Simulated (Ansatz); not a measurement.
## Be, bcc: how the functional moves the structure

All rows: Ansatz, plane waves with scalar-relativistic PAW, 420 eV (500 eV for the SCAN forms), relaxed under each functional, no dispersion correction, no zero-point motion. B₀ comes from uniform scaling at fixed shape; a dash is a value not given.

| functional | V (Å³/atom) | cell | B₀ (GPa) | magnetic state | ΔE to hcp (meV/atom) |
| --- | --- | --- | --- | --- | --- |
| PBE | 7.83 | a = 2.501 Å | 124 | spin not included | 102 |
| r²SCAN | 7.83 | a = 2.502 Å | 125 | spin not included | 101 |
| PBEsol | 7.75 | a = 2.494 Å | 126 | spin not included | 100 |
| LDA | 7.47 | a = 2.462 Å | 133 | spin not included | 98 |
| revPBE | 8.00 | a = 2.520 Å | 119 | spin not included | 104 |
| RPBE | 8.04 | a = 2.524 Å | 119 | spin not included | 104 |
| BLYP | 7.83 | a = 2.502 Å | 122 | spin not included | 115 |

LDA gives the smallest volume and RPBE the largest.
